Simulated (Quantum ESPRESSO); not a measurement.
# Os (P6_3/mmc) in Quantum ESPRESSO: further runs

The runs below take Os through Wannier functions, Hubbard U by linear response, with PBE, PBE+U.

All numbers are computed with Quantum ESPRESSO 7.5; they aren't measurements. Logs are shortened: lines on timing, memory, paths and dates and some standing lists are left out, and cuts for length are marked.

**1. The structure**

It takes space group P6_3/mmc (No. 194, hexagonal). Conventional cell: a = 2.734 Å, b = 2.734 Å, c = 4.320 Å, α = 90.00°, β = 90.00°, γ = 120.00°. Around Os (site symmetry -6m2) lie 12 Os at 2.68 to 2.73 Å.

**2. Wannier functions, PBE**

Input file pw.in:

```
&CONTROL
  calculation = 'scf'
  prefix = 'pwscf'
  outdir = './tmp'
  pseudo_dir = './pseudo'
  tprnfor = .true.
  tstress = .true.
  disk_io = 'low'
/
&SYSTEM
  ibrav = 0
  nat = 2
  ntyp = 1
  ecutwfc = 74
  nbnd = 24
  occupations = 'smearing'
  smearing = 'fd'
  degauss = 0.00367493
/
&ELECTRONS
  conv_thr = 4d-10
  electron_maxstep = 120
  mixing_beta = 0.5
/
ATOMIC_SPECIES
Os   190.2300 Os.upf
CELL_PARAMETERS angstrom
   2.7341000000    0.0000000000    0.0000000000
  -1.3670500000    2.3678000565    0.0000000000
   0.0000000000    0.0000000000    4.3197000000
ATOMIC_POSITIONS crystal
Os     0.6666666667    0.3333333333    0.7500000000
Os     0.3333333333    0.6666666667    0.2500000000
K_POINTS automatic
8 8 4 0 0 0
```

Input file nscf.in:

```
&CONTROL
  calculation = 'nscf'
  prefix = 'pwscf'
  outdir = './tmp'
  pseudo_dir = './pseudo'
  disk_io = 'low'
/
&SYSTEM
  ibrav = 0
  nat = 2
  ntyp = 1
  ecutwfc = 74
  nbnd = 37
  occupations = 'smearing'
  smearing = 'fd'
  degauss = 0.00367493
  nosym = .true.
  noinv = .true.
/
&ELECTRONS
  conv_thr = 1d-09
  electron_maxstep = 120
  mixing_beta = 0.5
  diago_full_acc = .true.
/
ATOMIC_SPECIES
Os   190.2300 Os.upf
CELL_PARAMETERS angstrom
   2.7341000000    0.0000000000    0.0000000000
  -1.3670500000    2.3678000565    0.0000000000
   0.0000000000    0.0000000000    4.3197000000
ATOMIC_POSITIONS crystal
Os     0.6666666667    0.3333333333    0.7500000000
Os     0.3333333333    0.6666666667    0.2500000000
K_POINTS crystal
196
  0.00000000   0.00000000   0.00000000 5.10204082e-03
  0.00000000   0.00000000   0.25000000 5.10204082e-03
  0.00000000   0.00000000   0.50000000 5.10204082e-03
  0.00000000   0.00000000   0.75000000 5.10204082e-03
  0.00000000   0.14285714   0.00000000 5.10204082e-03
  0.00000000   0.14285714   0.25000000 5.10204082e-03
[... 188 lines left out ...]
  0.85714286   0.85714286   0.50000000 5.10204082e-03
  0.85714286   0.85714286   0.75000000 5.10204082e-03
```

Input file pw2wan.in:

```
&INPUTPP
  prefix = 'pwscf'
  outdir = './tmp'
  seedname = 'w'
  write_mmn = .true.
  write_amn = .true.
/
```

Input file bands.in:

```
&CONTROL
  calculation = 'bands'
  prefix = 'pwscf'
  outdir = './tmp'
  pseudo_dir = './pseudo'
  disk_io = 'low'
/
&SYSTEM
  ibrav = 0
  nat = 2
  ntyp = 1
  ecutwfc = 74
  nbnd = 37
  occupations = 'smearing'
  smearing = 'fd'
  degauss = 0.00367493
/
&ELECTRONS
  conv_thr = 1d-08
  electron_maxstep = 120
  mixing_beta = 0.5
  diago_full_acc = .true.
/
ATOMIC_SPECIES
Os   190.2300 Os.upf
CELL_PARAMETERS angstrom
   2.7341000000    0.0000000000    0.0000000000
  -1.3670500000    2.3678000565    0.0000000000
   0.0000000000    0.0000000000    4.3197000000
ATOMIC_POSITIONS crystal
Os     0.6666666667    0.3333333333    0.7500000000
Os     0.3333333333    0.6666666667    0.2500000000
K_POINTS crystal
90
  0.00000000   0.00000000   0.00000000 1
  0.04166700   0.00000000   0.00000000 1
  0.08333300   0.00000000   0.00000000 1
  0.12500000   0.00000000   0.00000000 1
  0.16666700   0.00000000   0.00000000 1
  0.20833300   0.00000000   0.00000000 1
[... 82 lines left out ...]
  0.33333300   0.33333300   0.42857100 1
  0.33333300   0.33333300   0.50000000 1
```

Input file w.win:

```
num_wann = 18
num_bands = 29
guiding_centres = true
dis_froz_max = 29.19
dis_num_iter = 600
dis_mix_ratio = 0.5
dis_conv_tol = 1.0d-9
num_iter = 400
conv_tol = 1.0d-9
conv_window = 4
num_print_cycles = 40
fermi_energy = 26.1864
bands_plot = true
write_hr = true
mp_grid = 7 7 4
exclude_bands = 1-8
begin projections
Os: s;p;d
end projections
begin unit_cell_cart
ang
  2.7341000000   0.0000000000   0.0000000000
 -1.3670500000   2.3678000565   0.0000000000
  0.0000000000   0.0000000000   4.3197000000
end unit_cell_cart
begin atoms_frac
Os   0.6666666667   0.3333333333   0.7500000000
Os   0.3333333333   0.6666666667   0.2500000000
end atoms_frac
begin kpoint_path
G   0.0000000000   0.0000000000   0.0000000000  M   0.5000000000   0.0000000000   0.0000000000
M   0.5000000000   0.0000000000   0.0000000000  K   0.3333333333   0.3333333333   0.0000000000
K   0.3333333333   0.3333333333   0.0000000000  G   0.0000000000   0.0000000000   0.0000000000
G   0.0000000000   0.0000000000   0.0000000000  A   0.0000000000   0.0000000000   0.5000000000
A   0.0000000000   0.0000000000   0.5000000000  L   0.5000000000   0.0000000000   0.5000000000
L   0.5000000000   0.0000000000   0.5000000000  H   0.3333333333   0.3333333333   0.5000000000
H   0.3333333333   0.3333333333   0.5000000000  A   0.0000000000   0.0000000000   0.5000000000
L   0.5000000000   0.0000000000   0.5000000000  M   0.5000000000   0.0000000000   0.0000000000
K   0.3333333333   0.3333333333   0.0000000000  H   0.3333333333   0.3333333333   0.5000000000
end kpoint_path
bands_num_points = 12
begin kpoints
  0.00000000   0.00000000   0.00000000
  0.00000000   0.00000000   0.25000000
  0.00000000   0.00000000   0.50000000
  0.00000000   0.00000000   0.75000000
  0.00000000   0.14285714   0.00000000
  0.00000000   0.14285714   0.25000000
[... 188 lines left out ...]
  0.85714286   0.85714286   0.50000000
  0.85714286   0.85714286   0.75000000
end kpoints
```

Potentials or basis: PseudoDojo 0.4.1 SR PBE standard.

Launch:

```console
$ OMP_NUM_THREADS=1 pw.x -in pw.in > pw.out
$ OMP_NUM_THREADS=1 pw.x -in nscf.in > nscf.out
$ wannier90.x -pp w
$ OMP_NUM_THREADS=1 pw2wannier90.x -in pw2wan.in > pw2wan.out
$ wannier90.x w
$ OMP_NUM_THREADS=1 pw.x -in bands.in > bands.out
```

pw.out:

```text
This program is part of the open-source Quantum ESPRESSO suite
     for quantum simulation of materials; please cite
[... 9 lines left out ...]
     --------------------
     sticks:   dense  smooth     PW     G-vecs:    dense   smooth      PW
     Sum         547     547    163                16275    16275    2707

     Using Slab Decomposition

     bravais-lattice index     =            0
     lattice parameter (alat)  =       5.1667  a.u.
     unit-cell volume          =     188.7164 (a.u.)^3
     number of atoms/cell      =            2
     number of atomic types    =            1
     number of electrons       =        32.00
     number of Kohn-Sham states=           24
     kinetic-energy cutoff     =      74.0000  Ry
     charge density cutoff     =     296.0000  Ry
     scf convergence threshold =      4.0E-10
     mixing beta               =       0.5000
     number of iterations used =            8  plain     mixing
     Exchange-correlation= PBE
                           (   1   4   3   4   0   0   0)

     celldm(1)=   5.166700  celldm(2)=   0.000000  celldm(3)=   0.000000
     celldm(4)=   0.000000  celldm(5)=   0.000000  celldm(6)=   0.000000

     crystal axes: (cart. coord. in units of alat)
               a(1) = (   1.000000   0.000000   0.000000 )
               a(2) = (  -0.500000   0.866025   0.000000 )
               a(3) = (   0.000000   0.000000   1.579935 )

     reciprocal axes: (cart. coord. in units 2 pi/alat)
               b(1) = (  1.000000  0.577350 -0.000000 )
               b(2) = (  0.000000  1.154701  0.000000 )
               b(3) = (  0.000000 -0.000000  0.632937 )

     PseudoPot. # 1 for Os read from file:
     Os.upf
     Pseudo is Norm-conserving + core correction, Zval = 16.0
     Generated using ONCVPSP code by D. R. Hamann
     Using radial grid of 1344 points,  8 beta functions with:
                l(1) =   0
                l(2) =   0
                l(3) =   1
                l(4) =   1
                l(5) =   2
                l(6) =   2
                l(7) =   3
                l(8) =   3

     atomic species   valence    mass     pseudopotential
     Os               16.00   190.23000     Os( 1.00)

     24 Sym. Ops., with inversion, found (12 have fractional translation)

   Cartesian axes

     site n.     atom                  positions (alat units)
         1        Os     tau(   1) = (   0.5000000   0.2886751   1.1849512  )
         2        Os     tau(   2) = (  -0.0000000   0.5773503   0.3949837  )

     number of k points=    30  Fermi-Dirac smearing, width (Ry)=  0.0037
                       cart. coord. in units 2pi/alat
        k(    1) = (   0.0000000   0.0000000   0.0000000), wk =   0.0078125
        k(    2) = (   0.0000000   0.0000000   0.1582344), wk =   0.0156250
        k(    3) = (   0.0000000   0.0000000  -0.3164687), wk =   0.0078125
        k(    4) = (   0.0000000   0.1443376   0.0000000), wk =   0.0468750
        k(    5) = (   0.0000000   0.1443376   0.1582344), wk =   0.0937500
        k(    6) = (   0.0000000   0.1443376  -0.3164687), wk =   0.0468750
[... 22 lines left out ...]
        k(   29) = (   0.2500000   0.5773503   0.1582344), wk =   0.0937500
        k(   30) = (   0.2500000   0.5773503  -0.3164687), wk =   0.0468750

     Dense  grid:    16275 G-vectors     FFT dimensions: (  30,  30,  48)

     Initial potential from superposition of free atoms

     starting charge      31.9996, renormalised to      32.0000
     Starting wfcs are   20 randomized atomic wfcs +    4 random wfcs

     Self-consistent Calculation

     iteration #  1     ecut=    74.00 Ry     beta= 0.50
     Davidson diagonalization with overlap
     ethr =  1.00E-02,  avg # of iterations =  3.7

     Threshold (ethr) on eigenvalues was too large:
     Diagonalizing with lowered threshold

     Davidson diagonalization with overlap
     ethr =  1.93E-04,  avg # of iterations =  2.2

     total energy              =    -404.75404949 Ry
     estimated scf accuracy    <       0.06441199 Ry

     iteration #  2     ecut=    74.00 Ry     beta= 0.50
     Davidson diagonalization with overlap
     ethr =  2.01E-04,  avg # of iterations =  2.0

     total energy              =    -404.76456161 Ry
     estimated scf accuracy    <       0.00161725 Ry

     iteration #  3     ecut=    74.00 Ry     beta= 0.50
     Davidson diagonalization with overlap
     ethr =  5.05E-06,  avg # of iterations =  3.9

     total energy              =    -404.76466263 Ry
     estimated scf accuracy    <       0.00029874 Ry
[... 12 lines left out ...]
     total energy              =    -404.76467336 Ry
     estimated scf accuracy    <       0.00000028 Ry

     iteration #  6     ecut=    74.00 Ry     beta= 0.50
     Davidson diagonalization with overlap
     ethr =  8.82E-10,  avg # of iterations =  2.0

     total energy              =    -404.76467343 Ry
     estimated scf accuracy    <       0.00000001 Ry

     iteration #  7     ecut=    74.00 Ry     beta= 0.50
     Davidson diagonalization with overlap
     ethr =  4.20E-11,  avg # of iterations =  2.0

     End of self-consistent calculation

          k = 0.0000 0.0000 0.0000 (  2033 PWs)   bands (ev):

   -60.4684 -60.3526 -20.4310 -19.4725 -19.4725 -19.2944 -19.2944 -19.2643
    15.2964  18.4575  23.2124  23.2124  23.4550  24.0577  24.0577  24.6913
    24.6913  26.2497  27.9473  27.9473  35.2699  39.5686  41.9882  43.2620

          k = 0.0000 0.0000 0.1582 (  2014 PWs)   bands (ev):

   -60.4515 -60.3697 -20.2686 -19.4466 -19.4466 -19.4444 -19.3207 -19.3207
    16.0512  18.5012  22.9316  22.9316  23.0505  23.6227  23.6227  24.3305
    25.6468  25.6468  27.9491  27.9491  38.2262  38.7703  41.3838  44.4649

          k = 0.0000 0.0000-0.3165 (  2014 PWs)   bands (ev):

   -60.4107 -60.4107 -19.8654 -19.8654 -19.3839 -19.3839 -19.3839 -19.3839
    17.7406  17.7406  22.6677  22.6677  23.0175  23.0175  23.0175  23.0175
    27.1654  27.1654  27.1654  27.1654  39.2651  39.2651  43.5642  43.5642
[... 43 lines left out ...]
          k = 0.0000 0.4330 0.1582 (  2027 PWs)   bands (ev):

   -60.3815 -60.3415 -20.2437 -20.0594 -19.7989 -19.6346 -19.4693 -19.4383
    18.5622  19.5829  20.8176  21.5275  23.4677  23.7940  25.0663  26.8766
    27.4848  27.6698  28.5361  31.8749  35.6848  38.9336  40.8513  41.0485

          k = 0.0000 0.4330-0.3165 (  2032 PWs)   bands (ev):

   -60.3615 -60.3615 -20.2220 -20.2220 -19.5610 -19.5610 -19.5371 -19.5371
    18.9756  18.9756  21.1196  21.1196  24.8176  24.8176  24.9719  24.9719
    27.9644  27.9644  28.7634  28.7634  37.6752  37.6752  42.3109  42.3109

          k = 0.0000-0.5774 0.0000 (  2032 PWs)   bands (ev):

   -60.3721 -60.3340 -20.2194 -20.0278 -19.9456 -19.7069 -19.5659 -19.4161
    19.0281  19.2313  19.7871  22.7005  23.3347  23.6765  24.3821  28.3320
    28.8968  29.0017  30.7003  31.9799  35.4646  37.7270  38.0462  38.6029

          k = 0.0000-0.5774 0.1582 (  2028 PWs)   bands (ev):

   -60.3665 -60.3396 -20.3134 -20.1566 -19.7636 -19.6651 -19.5162 -19.4595
    18.5115  19.2639  21.0826  21.0925  23.3142  24.2963  26.3094  27.4002
    28.5312  28.8312  29.5414  31.3333  35.2130  36.1493  39.6686  40.7825

          k = 0.0000-0.5774-0.3165 (  2044 PWs)   bands (ev):

   -60.3530 -60.3530 -20.3121 -20.3121 -19.5631 -19.5631 -19.5583 -19.5583
    18.7821  18.7821  20.9161  20.9161  25.0405  25.0405  26.0730  26.0730
    28.6707  28.6707  29.5697  29.5697  35.3307  35.3307  42.3137  42.3138

          k = 0.1250 0.2165 0.0000 (  2025 PWs)   bands (ev):

   -60.4344 -60.3412 -20.2808 -19.7350 -19.6691 -19.5110 -19.3636 -19.3420
    17.0391  19.8109  21.6143  22.2732  23.3130  23.3954  24.7029  24.7280
    24.9382  25.7929  28.4480  32.9558  34.9513  41.6462  42.4002  43.0285

          k = 0.1250 0.2165 0.1582 (  2019 PWs)   bands (ev):

   -60.4208 -60.3549 -20.1938 -19.7331 -19.6676 -19.5470 -19.3963 -19.3715
    17.6231  20.0456  21.3518  21.8039  22.8175  23.7021  23.8767  24.8038
    25.8277  26.0942  28.1614  30.4477  37.7969  41.5243  42.5074  43.4003

          k = 0.1250 0.2165-0.3165 (  2022 PWs)   bands (ev):
[... 65 lines left out ...]
          k = 0.2500 0.5774 0.1582 (  2036 PWs)   bands (ev):

   -60.3527 -60.3415 -20.1660 -20.0789 -19.9574 -19.7278 -19.6087 -19.5188
    19.7417  20.7885  20.9418  21.1610  22.6261  23.3190  24.7473  26.6869
    27.6610  28.3816  32.2504  32.2884  35.4525  37.4836  37.7690  40.7542

          k = 0.2500 0.5774-0.3165 (  2036 PWs)   bands (ev):

   -60.3471 -60.3471 -20.2046 -20.2046 -19.8528 -19.8528 -19.4666 -19.4666
    20.0437  20.0437  21.5015  21.5015  22.8318  22.8318  25.0520  25.0520
    28.0494  28.0494  33.5061  33.5061  35.7019  35.7019  38.6501  38.6501

     the Fermi energy is    26.1864 ev

!    total energy              =    -404.76467343 Ry
     estimated scf accuracy    <          3.4E-10 Ry
     smearing contrib. (-TS)   =      -0.00056559 Ry
     internal energy E=F+TS    =    -404.76410784 Ry

     The total energy is F=E-TS. E is the sum of the following terms:
     one-electron contribution =     -42.55036273 Ry
     hartree contribution      =      45.19921287 Ry
     xc contribution           =     -82.65329724 Ry
     ewald contribution        =    -324.75966073 Ry

     convergence has been achieved in   7 iterations

     Forces acting on atoms (cartesian axes, Ry/au):

     atom    1 type  1   force =     0.00000000    0.00000000    0.00000000
     atom    2 type  1   force =     0.00000000   -0.00000000    0.00000000

     Total force =     0.000000     Total SCF correction =     0.000000

     Computing stress (Cartesian axis) and pressure

          total   stress  (Ry/bohr**3)                   (kbar)     P=       77.85
   0.00054640  -0.00000000   0.00000000           80.38       -0.00        0.00
  -0.00000000   0.00054640  -0.00000000           -0.00       80.38       -0.00
  -0.00000000  -0.00000000   0.00049477           -0.00       -0.00       72.78

=------------------------------------------------------------------------------=
   JOB DONE.
=------------------------------------------------------------------------------=
```

It took 2.7 min on 1 thread of AMD EPYC 9R45 (Zen 5), shared host; peak memory 0.26 GiB.

Results:

* Free energy: -5507.1039 eV
* Pressure: 7.8 GPa
* Band gap on the k mesh: none (metal or under the smearing width)
* Total Wannier spread: 22.44 Å² over 18 functions
* RMS miss of the Wannier bands: 0.007 eV

Stress tensor (GPa, compression positive):
```
8.04 0.00 0.00
0.00 8.04 0.00
0.00 0.00 7.28
```

Levels at the corners of the path, in eV from the Fermi level:
| point | band 13 | band 14 | band 15 | band 16 | band 17 | band 18 | band 19 | band 20 |
| --- | --- | --- | --- | --- | --- | --- | --- | --- |
| Γ | -2.73 | -2.13 | -2.13 | -1.50 | -1.50 | 0.06 | 1.76 | 1.76 |
| M | -2.85 | -2.51 | -1.80 | 2.15 | 2.71 | 2.82 | 4.51 | 5.79 |
| K | -3.37 | -3.37 | -1.25 | 1.57 | 1.57 | 2.15 | 5.36 | 5.36 |
| Γ | -2.73 | -2.13 | -2.13 | -1.50 | -1.50 | 0.06 | 1.76 | 1.76 |
| A | -3.17 | -3.17 | -3.17 | -3.17 | 0.98 | 0.98 | 0.98 | 0.98 |
| L | -1.15 | -1.15 | -0.11 | -0.11 | 2.48 | 2.48 | 3.38 | 3.38 |
| H | -3.36 | -3.36 | -1.29 | -1.29 | 1.70 | 1.70 | 8.42 | 8.42 |
| A | -3.17 | -3.17 | -3.17 | -3.17 | 0.98 | 0.98 | 0.98 | 0.98 |
| L | -1.15 | -1.15 | -0.11 | -0.11 | 2.48 | 2.48 | 3.38 | 3.38 |
| M | -2.85 | -2.51 | -1.80 | 2.15 | 2.71 | 2.82 | 4.51 | 5.79 |
| K | -3.37 | -3.37 | -1.25 | 1.57 | 1.57 | 2.15 | 5.36 | 5.36 |
| H | -3.36 | -3.36 | -1.29 | -1.29 | 1.70 | 1.70 | 8.42 | 8.42 |

Wannier functions:
```tsv
function	nearest atom	distance (Å)	spread (Å²)	on-site energy from the reference level (eV)
1	1 Os	0.83	1.63	8.37
2	1 Os	0.96	1.54	8.20
3	1 Os	1.01	1.50	8.29
4	1 Os	1.11	1.47	8.64
5	1 Os	0.02	0.91	0.07
6	1 Os	0.21	1.11	2.23
7	1 Os	0.22	1.14	2.27
8	1 Os	0.19	0.98	1.76
9	1 Os	0.14	0.97	1.20
10	2 Os	0.84	1.65	8.56
11	2 Os	1.02	1.50	8.45
12	2 Os	0.98	1.52	8.24
13	2 Os	1.13	1.47	8.89
14	2 Os	0.03	0.92	0.11
15	2 Os	0.21	1.09	2.29
16	2 Os	0.21	1.11	2.39
17	2 Os	0.21	0.98	1.98
18	2 Os	0.10	0.94	0.50
```

Parts of the spread (Å²): invariant 17.55, diagonal 0.055, off-diagonal 4.83, total 22.44. Against the direct bands the interpolation misses by 7 meV (root mean square) and 42 meV at most, for states up to 1 eV over the reference level.

Caveat: the k mesh is coarse (spacing up to 0.36 Å⁻¹), so the values aren't converged; spin-orbit coupling is left out, which moves the levels of the heavy elements; the Wannier minimisation didn't converge.

(Part 1 of 2 ends here.)
